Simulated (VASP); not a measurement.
# Li2Se (Fm-3m) in VASP: settings compared

One crystal, Li2Se, is run at these levels: BLYP, PW91, HF; tasks: band structure.

Program: VASP 6.6.1. These are calculated values, not measurements. Logs are shortened: lines on timing, memory, paths and dates and some standing lists are left out, and cuts for length are marked.

**1. The crystal as given**

Symmetry: Fm-3m, No. 225, cubic system. The conventional cell has a = 6.005 Å, b = 6.005 Å, c = 6.005 Å, α = 90.00°, β = 90.00°, γ = 90.00°. Around Se (site symmetry m-3m) lie 8 Li at 2.60 Å. Li (site symmetry -43m) is surrounded by 4 Se at 2.60 Å.

**2. Band structure, BLYP**

File INCAR:

```
PREC     = Accurate       # precision mode
ENCUT    = 520            # plane-wave cutoff, eV
EDIFF    = 1E-7           # SCF threshold, eV
ISMEAR   = -1             # smearing method
SIGMA    = 0.05           # smearing width, eV
LREAL    = False          # projectors in reciprocal space
LASPH    = True           # aspherical terms in the spheres
NELM     = 60             # most SCF steps
ALGO     = Normal         # electronic algorithm
ISIF     = 2              # what is computed and relaxed
LWAVE    = False          # write WAVECAR
LCHARG   = False          # write CHGCAR
GGA      = B5             # functional
ALDAX    = 1.0          
AGGAX    = 1.0          
AGGAC    = 1.0          
ALDAC    = 0.0
```

File KPOINTS:

```
regular mesh
0
Gamma
  8 8 8
```

File POSCAR:

```
Li2Se
1.0
    0.0000000000      3.0025000000      3.0025000000
    3.0025000000      0.0000000000      3.0025000000
    3.0025000000      3.0025000000      0.0000000000
Se Li
1 2
Direct
    0.0000000000      0.0000000000      0.0000000000
    0.7500000000      0.7500000000      0.7500000000
    0.2500000000      0.2500000000      0.2500000000
```

File KPOINTS_OPT:

```
path GXWKGLUWLK,UX
10
line-mode
reciprocal
 0.0000000000  0.0000000000  0.0000000000  G
 0.5000000000  0.0000000000  0.5000000000  X

 0.5000000000  0.0000000000  0.5000000000  X
 0.5000000000  0.2500000000  0.7500000000  W

 0.5000000000  0.2500000000  0.7500000000  W
 0.3750000000  0.3750000000  0.7500000000  K

 0.3750000000  0.3750000000  0.7500000000  K
 0.0000000000  0.0000000000  0.0000000000  G

 0.0000000000  0.0000000000  0.0000000000  G
 0.5000000000  0.5000000000  0.5000000000  L

 0.5000000000  0.5000000000  0.5000000000  L
 0.6250000000  0.2500000000  0.6250000000  U

 0.6250000000  0.2500000000  0.6250000000  U
 0.5000000000  0.2500000000  0.7500000000  W

 0.5000000000  0.2500000000  0.7500000000  W
 0.5000000000  0.5000000000  0.5000000000  L

 0.5000000000  0.5000000000  0.5000000000  L
 0.3750000000  0.3750000000  0.7500000000  K

 0.6250000000  0.2500000000  0.6250000000  U
 0.5000000000  0.0000000000  0.5000000000  X
```

Potentials or basis: VASP PAW PBE potentials, release 64 (Se, Li_sv).

On the command line:

```console
> cat potpaw_PBE.64/Se/POTCAR potpaw_PBE.64/Li_sv/POTCAR > POTCAR
> mpirun -np 1 vasp_std > vasp.out
```

OUTCAR:

```text
PREC = Accurate
   ENCUT = 520
   EDIFF = 1E-7
   ISMEAR = -1
   LREAL = False
   LASPH = True
   NELM = 60
   ISIF = 2
   GGA = B5

 ion  position               nearest neighbor table
   1  0.000  0.000  0.000-   2 2.60   3 2.60   2 2.60   2 2.60   2 2.60   3 2.60   3 2.60   3 2.60

   2  0.750  0.750  0.750-   1 2.60   1 2.60   1 2.60   1 2.60
   3  0.250  0.250  0.250-   1 2.60   1 2.60   1 2.60   1 2.60

  LATTYP: Found a face centered cubic cell.
 ALAT       =     6.0050000000

  Lattice vectors:

 A1 = (   0.0000000000,   3.0025000000,   3.0025000000)
 A2 = (   3.0025000000,   0.0000000000,   3.0025000000)
 A3 = (   3.0025000000,   3.0025000000,   0.0000000000)

Analysis of symmetry for initial positions (statically):
=====================================================================
 Subroutine PRICEL returns:
 Original cell was already a primitive cell.

 Routine SETGRP: Setting up the symmetry group for a
 face centered cubic supercell.

 Subroutine GETGRP returns: Found 48 space group operations
 (whereof 48 operations were pure point group operations)
 out of a pool of 48 trial point group operations.

The static configuration has the point symmetry O_h .

Analysis of symmetry for dynamics (positions and initial velocities):
=====================================================================
 Subroutine PRICEL returns:
 Original cell was already a primitive cell.

 Routine SETGRP: Setting up the symmetry group for a
 face centered cubic supercell.

 Subroutine GETGRP returns: Found 48 space group operations
 (whereof 48 operations were pure point group operations)
 out of a pool of 48 trial point group operations.

The dynamic configuration has the point symmetry O_h .

 Subroutine INISYM returns: Found 48 space group operations
 (whereof 48 operations are pure point group operations),
 and found     1 'primitive' translations

----------------------------------------------------------------------------------------

                                     Primitive cell

  volume of cell :      54.1351

  direct lattice vectors                    reciprocal lattice vectors
     0.000000000  3.002500000  3.002500000    -0.166527893  0.166527893  0.166527893
     3.002500000  0.000000000  3.002500000     0.166527893 -0.166527893  0.166527893
     3.002500000  3.002500000  0.000000000     0.166527893  0.166527893 -0.166527893

  length of vectors
     4.246176221  4.246176221  4.246176221     0.288434772  0.288434772  0.288434772

  position of ions in fractional coordinates (direct lattice)
     0.000000000  0.000000000  0.000000000
     0.750000000  0.750000000  0.750000000
     0.250000000  0.250000000  0.250000000

  ion indices of the primitive-cell ions
   primitive index   ion index
                 1           1
                 2           2
                 3           3

----------------------------------------------------------------------------------------

 KPOINTS: regular mesh

Automatic generation of k-mesh.
 Grid dimensions read from file:
 generate k-points for:    8    8    8

 Generating k-lattice:

  Cartesian coordinates                     Fractional coordinates (reciprocal lattice)
    -0.020815987  0.020815987  0.020815987     0.125000000  0.000000000  0.000000000
     0.020815987 -0.020815987  0.020815987     0.000000000  0.125000000  0.000000000
     0.020815987  0.020815987 -0.020815987     0.000000000  0.000000000  0.125000000

  Length of vectors
     0.036054347  0.036054347  0.036054347

  Shift w.r.t. Gamma in fractional coordinates (k-lattice)
     0.000000000  0.000000000  0.000000000

 Subroutine IBZKPT returns following result:
 ===========================================

 Found     29 irreducible k-points:

 Following reciprocal coordinates:
            Coordinates               Weight
  0.000000  0.000000  0.000000      1.000000
  0.125000  0.000000  0.000000      8.000000
  0.250000  0.000000  0.000000      8.000000
  0.375000  0.000000  0.000000      8.000000
  0.500000  0.000000  0.000000      4.000000
[... 47 lines left out ...]
      3      -9.9988      2.00000
      4       1.3819      2.00000
      5       1.3819      2.00000
      6       1.3819      2.00000
      7       5.0107      0.00000
      8       7.0720      0.00000
      9       7.0720      0.00000
     10       7.0720      0.00000

 k-point     2 :       0.1250    0.0000    0.0000
  band No.  band energies     occupation
      1     -44.0234      2.00000
      2     -44.0026      2.00000
      3      -9.9517      2.00000
      4       0.7599      2.00000
      5       1.2914      2.00000
      6       1.2914      2.00000
      7       5.4760      0.00000
      8       7.2994      0.00000
      9       7.2994      0.00000
     10       7.4402      0.00000

 k-point     3 :       0.2500    0.0000    0.0000
  band No.  band energies     occupation
      1     -44.0208      2.00000
      2     -44.0049      2.00000
      3      -9.8320      2.00000
      4      -0.3153      2.00000
      5       1.0965      2.00000
      6       1.0965      2.00000
      7       6.0895      0.00000
      8       7.6216      0.00000
      9       7.6216      0.00000
     10       8.3924      0.00000

 k-point     4 :       0.3750    0.0000    0.0000
  band No.  band energies     occupation
      1     -44.0170      2.00000
      2     -44.0084      2.00000
      3      -9.7029      2.00000
      4      -1.1376      2.00000
      5       0.9270      2.00000
      6       0.9270      2.00000
      7       6.4797      0.00000
      8       7.5489      0.00000
      9       7.5489      0.00000
     10       9.2894      0.00000
[... 222 lines left out ...]
 k-point    22 :       0.3750    0.2500    0.1250
  band No.  band energies     occupation
      1     -44.0191      2.00000
      2     -44.0064      2.00000
      3      -9.7416      2.00000
      4      -0.4429      2.00000
      5       0.3810      2.00000
      6       0.8478      2.00000
      7       6.4005      0.00000
      8       7.8369      0.00000
      9       7.8463      0.00000
     10       8.9224      0.00000

 k-point    23 :       0.5000    0.2500    0.1250
  band No.  band energies     occupation
      1     -44.0161      2.00000
      2     -44.0092      2.00000
      3      -9.6360      2.00000
      4      -0.9412      2.00000
      5       0.1372      2.00000
      6       0.6123      2.00000
      7       6.7653      0.00000
      8       7.4958      0.00000
      9       8.7140      0.00000
     10       9.2313      0.00000

 k-point    24 :      -0.3750    0.2500    0.1250
  band No.  band energies     occupation
      1     -44.0126      2.00000
      2     -44.0126      2.00000
      3      -9.5902      2.00000
      4      -1.1543      2.00000
      5       0.1060      2.00000
      6       0.4730      2.00000
      7       6.9916      0.00000
      8       7.2594      0.00000
      9       9.1159      0.00000
     10       9.8949      0.00000

 [... further k-points ...]

------------------------ aborting loop because EDIFF is reached ----------------------------------------

  FORCE on cell =-STRESS in cart. coord.  units (eV):
  Direction    XX          YY          ZZ          XY          YZ          ZX
  --------------------------------------------------------------------------------------
  -------------------------------------------------------------------------------------
  Total        0.4192851      0.4192851      0.4192851      0.0000000      0.0000000     -0.0000000
  in kB       12.4091204     12.4091204     12.4091204      0.0000000      0.0000000     -0.0000000
  external PRESSURE =      12.4091204 kB  Pullay stress =       0.0000000 kB

 VOLUME and BASIS-vectors are now :
 -----------------------------------------------------------------------------
  energy-cutoff  :      520.00
  volume of cell :       54.14
      direct lattice vectors                 reciprocal lattice vectors
     0.000000000  3.002500000  3.002500000    -0.166527893  0.166527893  0.166527893
     3.002500000  0.000000000  3.002500000     0.166527893 -0.166527893  0.166527893
     3.002500000  3.002500000  0.000000000     0.166527893  0.166527893 -0.166527893

 POSITION                                       TOTAL-FORCE (eV/Angst)
 -----------------------------------------------------------------------------------
      0.00000      0.00000      0.00000         0.000000      0.000000      0.000000
      4.50375      4.50375      4.50375        -0.000000      0.000000      0.000000
      1.50125      1.50125      1.50125         0.000000     -0.000000     -0.000000
 -----------------------------------------------------------------------------------
    total drift:                                0.000000     -0.000000      0.000000

  FREE ENERGIE OF THE ION-ELECTRON SYSTEM (eV)
  ---------------------------------------------------
  free  energy   TOTEN  =       -10.3861255331 eV

  energy  without entropy=      -10.3861255331  energy(sigma->0) =      -10.38612553
```

It took 45 s on 1 thread of Intel Xeon Platinum 8375C at 2.90GHz (Ice Lake), shared host; peak memory 0.18 GiB.

What came out:

```yaml
Free_energy: -10.3861 eV
Band_gap_on_the_k_mesh: 3.23 eV, indirect (least direct gap 3.63 eV)
Band_gap_along_the_path: 3.23 eV, indirect (least direct gap 3.63 eV)
```

Levels at the corners of the path, in eV from the valence-band top:
| point | band 3 | band 4 | band 5 | band 6 | band 7 | band 8 | band 9 | band 10 |
| --- | --- | --- | --- | --- | --- | --- | --- | --- |
| Γ | -11.38 | 0.00 | 0.00 | 0.00 | 3.63 | 5.69 | 5.69 | 5.69 |
| X | -10.92 | -2.22 | -1.41 | -1.41 | 3.23 | 6.28 | 10.43 | 10.43 |
| X | -10.92 | -2.22 | -1.41 | -1.41 | 3.23 | 6.28 | 10.43 | 10.43 |
| W | -10.91 | -1.86 | -1.86 | -1.70 | 5.39 | 6.50 | 8.11 | 8.11 |
| W | -10.91 | -1.86 | -1.86 | -1.70 | 5.39 | 6.50 | 8.11 | 8.11 |
| K | -10.93 | -2.03 | -2.01 | -1.15 | 4.32 | 7.36 | 8.57 | 9.05 |
| K | -10.93 | -2.03 | -2.01 | -1.15 | 4.32 | 7.36 | 8.57 | 9.05 |
| Γ | -11.38 | 0.00 | 0.00 | 0.00 | 3.63 | 5.69 | 5.69 | 5.69 |
| Γ | -11.38 | 0.00 | 0.00 | 0.00 | 3.63 | 5.69 | 5.69 | 5.69 |
| L | -11.03 | -2.82 | -0.52 | -0.52 | 5.24 | 6.07 | 6.07 | 8.26 |
| L | -11.03 | -2.82 | -0.52 | -0.52 | 5.24 | 6.07 | 6.07 | 8.26 |
| U | -10.93 | -2.03 | -2.01 | -1.15 | 4.32 | 7.36 | 8.57 | 9.05 |
| U | -10.93 | -2.03 | -2.01 | -1.15 | 4.32 | 7.36 | 8.57 | 9.05 |
| W | -10.91 | -1.86 | -1.86 | -1.70 | 5.39 | 6.50 | 8.11 | 8.11 |
| W | -10.91 | -1.86 | -1.86 | -1.70 | 5.39 | 6.50 | 8.11 | 8.11 |
| L | -11.03 | -2.82 | -0.52 | -0.52 | 5.24 | 6.07 | 6.07 | 8.26 |
| L | -11.03 | -2.82 | -0.52 | -0.52 | 5.24 | 6.07 | 6.07 | 8.26 |
| K | -10.93 | -2.03 | -2.01 | -1.15 | 4.32 | 7.36 | 8.57 | 9.05 |
| U | -10.93 | -2.03 | -2.01 | -1.15 | 4.32 | 7.36 | 8.57 | 9.05 |
| X | -10.92 | -2.22 | -1.41 | -1.41 | 3.23 | 6.28 | 10.43 | 10.43 |

Caveat: the cutoff is under 1.25 times the usual one of these potentials, so pressure, stress and relaxed cells hold a basis-set (Pulay) error; the PAW data sets were made with another functional, which shifts forces and pressure a little. BLYP gaps usually lie below the measured ones, often by a third to a half.

[end of part 1 of 2]
